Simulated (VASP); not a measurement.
# Ce (Im-3m) in VASP: a series of runs

One crystal, Ce, is run at these levels: PBE; tasks: single point.

All numbers are computed with VASP 6.6.1; they aren't measurements. Logs are shortened: lines on timing, memory, paths and dates and some standing lists are left out, and cuts for length are marked.

### 1 The structure

Symmetry: Im-3m, No. 229, cubic system. The conventional cell has a = 3.887 Å, b = 3.887 Å, c = 3.887 Å, α = 90.00°, β = 90.00°, γ = 90.00°. Ce (site symmetry m-3m) has 8 Ce at 3.37 Å as nearest neighbours.

This isn't the form of Ce at room conditions, which is fcc.

### 2 Single point, PBE, collinear spin, ferromagnetic start

The input, INCAR:

```
PREC     = Accurate       # precision mode
ENCUT    = 300            # plane-wave cutoff, eV
EDIFF    = 1E-6           # SCF threshold, eV
ISMEAR   = 0              # smearing method
SIGMA    = 0.2            # smearing width, eV
LREAL    = F              # projectors in reciprocal space
LASPH    = T              # aspherical terms in the spheres
NELM     = 100            # most SCF steps
ALGO     = Normal         # electronic algorithm
ISIF     = 2              # what is computed and relaxed
LWAVE    = F              # write WAVECAR
LCHARG   = F              # write CHGCAR
ISPIN    = 2              # spin polarisation
MAGMOM   = 1              # initial moments
LORBIT   = 11             # projections on sites
LMAXMIX  = 6              # l up to which the mixer works
GGA      = PE             # functional
NBANDS   = 16             # bands
ADDGRID  = F
```

The input, KPOINTS:

```
regular mesh
0
Gamma
  10 10 10
```

The input, POSCAR:

```
Ce
1.0
   -1.9432985503      1.9432985503      1.9432985503
    1.9432985503     -1.9432985503      1.9432985503
    1.9432985503      1.9432985503     -1.9432985503
Ce
1
Direct
    0.0000000000      0.0000000000      0.0000000000
```

Potentials or basis: VASP PAW PBE potentials, release 64 (Ce).

The run is started by

```console
$ cat potpaw_PBE.64/Ce/POTCAR > POTCAR
$ mpirun -np 1 vasp_std > vasp.out
```

OUTCAR:

```text
PREC = Accurate
   ENCUT = 300
   EDIFF = 1E-6
   ISMEAR = 0
   LREAL = F
   LASPH = T
   NELM = 100
   ISIF = 2
   ISPIN = 2
   LORBIT = 11
   GGA = PE

 Found     47 irreducible k-points:

 Following reciprocal coordinates:
            Coordinates               Weight
  0.000000  0.000000  0.000000      1.000000
  0.100000  0.000000  0.000000     12.000000
  0.200000  0.000000  0.000000     12.000000
  0.300000  0.000000  0.000000     12.000000
  0.400000  0.000000  0.000000     12.000000
  0.500000  0.000000  0.000000      6.000000
   k-points           NKPTS =     47   k-points in BZ     NKDIM =     47   number of bands    NBANDS=     16
   number of dos      NEDOS =    301   number of ions     NIONS =      1
   total plane-waves  NPLWV =   8000
   dimension x,y,z NGX =    20 NGY =   20 NGZ =   20
   dimension x,y,z NGXF=    40 NGYF=   40 NGZF=   40
   ions per type =               1
   NGX,Y,Z   is equivalent  to a cutoff of   9.88,  9.88,  9.88 a.u.
   NGXF,Y,Z  is equivalent  to a cutoff of  19.76, 19.76, 19.76 a.u.
 SYSTEM =  unknown system
   PREC   = accura    normal or accurate (medium, high low for compatibility)
   ISTART =      0    job   : 0-new  1-cont  2-samecut
   ICHARG =      2    charge: 1-file 2-atom 10-const
   ISPIN  =      2    spin polarized calculation?
   LNONCOLLINEAR =      F non collinear calculations
   LSORBIT =      F    spin-orbit coupling
   LASPH  =      T    aspherical Exc in radial PAW
   ENCUT  =  300.0 eV  22.05 Ry    4.70 a.u.   4.75  4.75  4.75*2*pi/ulx,y,z
   NELM   =    100;   NELMIN=  2; NELMDL= -5     # of ELM steps
   EDIFF  = 0.1E-05   stopping-criterion for ELM
   LREAL  =      F    real-space projection
   EDIFFG = 0.1E-04   stopping-criterion for IOM
   NSW    =      0    number of steps for IOM
   IBRION =     -1    ionic relax: 0-MD 1-quasi-New 2-CG
   NFREE  =      0    steps in history (QN), initial steepest desc. (CG)
   ISIF   =      2    stress and relaxation
   ISYM   =      2    0-nonsym 1-usesym 2-fastsym
   POTIM  = 0.5000    time-step for ionic-motion
   TEBEG  =    0.0;   TEEND  =   0.0 temperature during run
   PSTRESS=    0.0 pullay stress
   NELECT =      12.0000    total number of electrons
   NUPDOWN=      -1.0000    fix difference up-down
   EMIN   =  10.00;   EMAX   =-10.00  energy-range for DOS
   EFERMI =   0.00;   METHOD = LEGACY
   ISMEAR =     0;   SIGMA  =   0.20  broadening in eV -4-tet -1-fermi 0-gaus
   EFERMI_NEDOS =   21; number of points for ismear=-14 and -15
   IALGO  =     38    algorithm
   IMIX   =      4    mixing-type and parameters
     AMIX     =   0.40;   BMIX     =  1.00
     AMIX_MAG =   1.60;   BMIX_MAG =  1.00
  volume/ion in A,a.u.               =      29.35       198.10
  Fermi-wavevector in a.u.,A,eV,Ry     =   1.214998  2.296014 20.085209  1.476221
  Thomas-Fermi vector in A             =   2.350400
   LORBIT       =     11    0 simple, 1 ext, 2 COOP (PROOUT), +10 PAW based schemes
   GGA     = PE    functional components
   LHFCALC =     F    Hartree Fock is set to
   AEXX    =    0.0000 exact exchange contribution
   IVDW    =     0    specifies the selected vdW correction
   LEPSILON=     F    determine dielectric tensor
   LRPA    =     F    only Hartree local field effects (RPA)
 spin polarized calculation
 Gauss-broadening in eV      SIGMA  =   0.20
  energy-cutoff  :      300.00
  volume of cell :       29.35
 maximum number of plane-waves:       370
   NGX =  9   NGY =  9   NGZ =  9

 number of electron      12.0000002 magnetization       0.9657488

 Free energy of the ion-electron system (eV)
  ---------------------------------------------------
  ext. energy  EPLUGINS =         0.00000000
  ---------------------------------------------------
  free energy    TOTEN  =        -5.74179788 eV

  energy without entropy =       -5.63921776  energy(sigma->0) =       -5.69050782

 E-fermi :   8.2765     XC(G=0): -10.7808

 val. band max:        8.2740632253   @ k =   0.3000   0.0000   0.0000
 cond. band min:       8.2799242567   @ k =   0.1000   0.1000   0.0000
 fundamental gap:      0.0058610315
 Fermi energy:         8.2765276385

 spin component 1

 k-point     1 :       0.0000    0.0000    0.0000
  band No.  band energies     occupation
      1     -26.5137      1.00000
      2      -8.0818      1.00000
      3      -8.0818      1.00000
      4      -8.0818      1.00000
      5       5.0238      1.00000
      6       8.2261      0.63924
[... 8 lines left out ...]
     15       9.8431      0.00000
     16      12.6595      0.00000
[... 77 lines left out ...]
 k-point     6 :       0.5000    0.0000    0.0000
  band No.  band energies     occupation
      1     -26.1261      1.00000
      2     -10.2633      1.00000
      3      -8.7566      1.00000
      4      -8.1235      1.00000
      5       6.0263      1.00000
      6       7.7558      0.99988
[... 8 lines left out ...]
     15      12.9088      0.00000
     16      13.7650      0.00000

 [... further k-points ...]

 spin component 2

 k-point     1 :       0.0000    0.0000    0.0000
  band No.  band energies     occupation
      1     -26.1515      1.00000
      2      -7.7515      1.00000
      3      -7.7515      1.00000
      4      -7.7515      1.00000
      5       5.4051      1.00000
      6       8.7429      0.00049
[... 8 lines left out ...]
     15      10.2280      0.00000
     16      12.8672      0.00000
[... 77 lines left out ...]
 k-point     6 :       0.5000    0.0000    0.0000
  band No.  band energies     occupation
      1     -25.7630      1.00000
      2      -9.9263      1.00000
      3      -8.4214      1.00000
      4      -7.7966      1.00000
      5       6.3795      1.00000
      6       8.1449      0.82398
[... 8 lines left out ...]
     15      13.1992      0.00000
     16      14.0212      0.00000

 [... further k-points ...]

------------------------ aborting loop because EDIFF is reached ----------------------------------------

  FORCE on cell =-STRESS in cart. coord.  units (eV):
  Direction    XX          YY          ZZ          XY          YZ          ZX
  --------------------------------------------------------------------------------------
  -------------------------------------------------------------------------------------
  Total       -0.1731137     -0.1731137     -0.1731137      0.0000000     -0.0000000      0.0000000
  in kB       -9.4485128     -9.4485128     -9.4485128      0.0000000     -0.0000000      0.0000000
  external PRESSURE =      -9.4485128 kB  Pullay stress =       0.0000000 kB

 VOLUME and BASIS-vectors are now :
 -----------------------------------------------------------------------------
  energy-cutoff  :      300.00
  volume of cell :       29.35
      direct lattice vectors                 reciprocal lattice vectors
    -1.943298550  1.943298550  1.943298550     0.000000000  0.257294485  0.257294485
     1.943298550 -1.943298550  1.943298550     0.257294485  0.000000000  0.257294485
     1.943298550  1.943298550 -1.943298550     0.257294485  0.257294485  0.000000000

 POSITION                                       TOTAL-FORCE (eV/Angst)
 -----------------------------------------------------------------------------------
      0.00000      0.00000      0.00000         0.000000      0.000000      0.000000
 -----------------------------------------------------------------------------------
    total drift:                                0.000000     -0.000000     -0.000000

  FREE ENERGIE OF THE ION-ELECTRON SYSTEM (eV)
  ---------------------------------------------------
  free  energy   TOTEN  =        -5.7417978799 eV

  energy  without entropy=       -5.6392177627  energy(sigma->0) =       -5.69050782

 total charge

# of ion       s       p       d       f       tot
--------------------------------------------------
    1        2.058   5.590   1.145   0.994   9.788

 magnetization (x)

# of ion       s       p       d       f       tot
--------------------------------------------------
    1        0.005   0.007   0.156   0.590   0.758
```

Run time: 18 s. Hardware: 1 thread of Intel Xeon 6975P-C (Granite Rapids), shared host; peak memory 0.14 GiB.

These settings aren't checked as converged: the numbers below hold their error.

Results:

| Item | Value |
| --- | --- |
| Free energy | -5.7418 eV |
| Band gap on the k mesh | none (metal or under the smearing width) |
| Net moment | 0.97 μB per cell |
| Site moments | Ce +0.76 μB |
| Valence electrons inside the program's atomic spheres | Ce 9.79 |

Caveat: the cutoff is under 1.25 times the usual one of these potentials, so pressure, stress and relaxed cells hold a basis-set (Pulay) error; the magnetic or orbital state may not be the lowest; spin-orbit coupling is left out, which moves the levels of the heavy elements.

### 3 Single point, PBE, collinear spin, ferromagnetic start

This run uses another cell than the first one, of the same volume but with other edges.

INCAR is that of step 2.

KPOINTS is that of step 2.

The input, POSCAR:

```
Ce
1.0
   -1.9824590000      1.9831840000      1.9962140000
    1.9307920000     -1.9490850000      1.9104480000
    1.9370660000      1.9036920000     -1.9621150000
Ce
1
Direct
   -0.0084250000     -0.0182580000     -0.0014360000
```

Potentials or basis: VASP PAW PBE potentials, release 64 (Ce).

The run is started by

```console
$ cat potpaw_PBE.64/Ce/POTCAR > POTCAR
$ mpirun -np 1 vasp_std > vasp.out
```

Wall time 2.4 min (1 thread of Intel Xeon 6975P-C (Granite Rapids), shared host); peak memory 0.29 GiB.

These settings aren't checked as converged: the numbers below hold their error.

Results:

* Free energy: -5.7404 eV
* Band gap on the k mesh: none (metal or under the smearing width)
* Net moment: 0.96 μB per cell
* Site moments: Ce +0.75 μB
* Valence electrons inside the program's atomic spheres: Ce 9.79

Caveat: the cutoff is under 1.25 times the usual one of these potentials, so pressure, stress and relaxed cells hold a basis-set (Pulay) error; the magnetic or orbital state may not be the lowest; spin-orbit coupling is left out, which moves the levels of the heavy elements.

### 4 Single point, PBE, collinear spin, ferromagnetic start

INCAR, as its differences from that of step 3:

```diff
@@ -1,3 +1,3 @@
 PREC     = Accurate       # precision mode
-ENCUT    = 300            # plane-wave cutoff, eV
+ENCUT    = 400            # plane-wave cutoff, eV
 EDIFF    = 1E-6           # SCF threshold, eV
```

The input, KPOINTS:

```
regular mesh
0
Gamma
  9 9 9
```

The input, POSCAR:

```
Ce
1.0
   -1.9432985503      1.9432985503      1.9432985503
    1.9432985503     -1.9432985503      1.9432985503
    1.9432985503      1.9432985503     -1.9432985503
Ce
1
Direct
    0.0000000000      0.0000000000      0.0000000000
```

The run is started by

```console
$ cat potpaw_PBE.64/Ce/POTCAR > POTCAR
$ mpirun -np 1 vasp_std > vasp.out
```

Run time: 18 s. Hardware: 1 thread of Intel Xeon 6975P-C (Granite Rapids), shared host; peak memory 0.16 GiB.

These settings aren't checked as converged: the numbers below hold their error.

Results:

```
Free energy                                           : -5.7427 eV
Pressure                                              : -1.2 GPa
Band gap on the k mesh                                : none (metal or under the smearing width)
Net moment                                            : 0.85 μB per cell
Site moments                                          : Ce +0.68 μB
Valence electrons inside the program's atomic spheres : Ce 9.79
```

Caveat: the magnetic or orbital state may not be the lowest; spin-orbit coupling is left out, which moves the levels of the heavy elements.

### 5 Single point, PBE, collinear spin, ferromagnetic start

This run uses another cell than the first one, of the same volume but with other edges.

INCAR is that of step 4.

KPOINTS is that of step 4.

The input, POSCAR:

```
Ce
1.0
   -1.9824590000      1.9831840000      1.9962140000
    1.9307920000     -1.9490850000      1.9104480000
    1.9370660000      1.9036920000     -1.9621150000
Ce
1
Direct
   -0.0084250000     -0.0182580000     -0.0014360000
```

Potentials or basis: VASP PAW PBE potentials, release 64 (Ce).

The run is started by

```console
$ cat potpaw_PBE.64/Ce/POTCAR > POTCAR
$ mpirun -np 1 vasp_std > vasp.out
```

OUTCAR:

```text
PREC = Accurate
   ENCUT = 400
   EDIFF = 1E-6
   ISMEAR = 0
   LREAL = F
   LASPH = T
   NELM = 100
   ISIF = 2
   ISPIN = 2
   LORBIT = 11
   GGA = PE

 Found    365 irreducible k-points:

 Following reciprocal coordinates:
            Coordinates               Weight
  0.000000  0.000000  0.000000      1.000000
  0.111111  0.000000 -0.000000      2.000000
  0.222222  0.000000  0.000000      2.000000
  0.333333  0.000000 -0.000000      2.000000
  0.444444  0.000000  0.000000      2.000000
  0.000000  0.111111  0.000000      2.000000
   k-points           NKPTS =    365   k-points in BZ     NKDIM =    365   number of bands    NBANDS=     16
[... 315 lines left out ...]
  Total       -0.3121566     -0.2313584     -0.1543971      0.0564629     -0.0453011      0.0663144
  in kB      -17.0374412    -12.6274928     -8.4269594      3.0817310     -2.4725271      3.6194280
  external PRESSURE =     -12.6972978 kB  Pullay stress =       0.0000000 kB

 VOLUME and BASIS-vectors are now :
 -----------------------------------------------------------------------------
  energy-cutoff  :      400.00
  volume of cell :       29.35
      direct lattice vectors                 reciprocal lattice vectors
    -1.982459000  1.983184000  1.996214000     0.006384800  0.255123769  0.253830615
     1.930792000 -1.949085000  1.910448000     0.262015728  0.000784005  0.259431410
     1.937066000  1.903692000 -1.962115000     0.261612011  0.260320847  0.001187722

 POSITION                                       TOTAL-FORCE (eV/Angst)
 -----------------------------------------------------------------------------------
      1.86407      1.95394      1.89567         0.000000      0.000000      0.000000
 -----------------------------------------------------------------------------------
    total drift:                                0.000000      0.000001      0.000000

  FREE ENERGIE OF THE ION-ELECTRON SYSTEM (eV)
  ---------------------------------------------------
  free  energy   TOTEN  =        -5.7412613570 eV

  energy  without entropy=       -5.6383523446  energy(sigma->0) =       -5.68980685

 total charge

# of ion       s       p       d       f       tot
--------------------------------------------------
    1        2.069   5.587   1.148   0.993   9.796

 magnetization (x)

# of ion       s       p       d       f       tot
--------------------------------------------------
    1        0.004   0.005   0.124   0.550   0.683
```

stdout:

```text
POSCAR found type information on POSCAR Ce
 POSCAR found :  1 types and       1 ions
 scaLAPACK will be used
 LDA part: xc-table for (Slater+PW92), standard interpolation
 POSCAR, INCAR and KPOINTS ok, starting setup
 FFT: planning ... GRIDC
 FFT: planning ... GRID_SOFT
 FFT: planning ... GRID
 WAVECAR not read
 entering main loop
```

It took 1.7 min on 1 thread of Intel Xeon 6975P-C (Granite Rapids), shared host; peak memory 0.31 GiB.

The run converged, but some of its settings lie outside the range that counts as converged, so its numbers aren't taken as properties of the crystal.

What came out:

| Property | Result |
| --- | --- |
| Free energy | -5.7413 eV |
| Pressure | -1.3 GPa |
| Band gap on the k mesh | none (metal or under the smearing width) |
| Net moment | 0.85 μB per cell |
| Site moments | Ce +0.68 μB |
| Valence electrons inside the program's atomic spheres | Ce 9.80 |

Caveat: the magnetic or orbital state may not be the lowest; spin-orbit coupling is left out, which moves the levels of the heavy elements.

### 6 For comparison

An earlier run on the cell as given: functional PBE; potentials or basis VASP PAW PBE potentials, release 64 (Ce); cutoff 520 eV; k mesh 10 × 10 × 10; occupations fermi-dirac, width 0.05 eV; collinear spin, ferromagnetic start; starting moments [1.0] μB.

* Pressure: -0.8 GPa
* Band gap on the k mesh: none (metal or under the smearing width)
* Net moment: 1.00 μB per cell
* Site moments: Ce +0.79 μB
* Valence electrons inside the program's atomic spheres: Ce 9.81
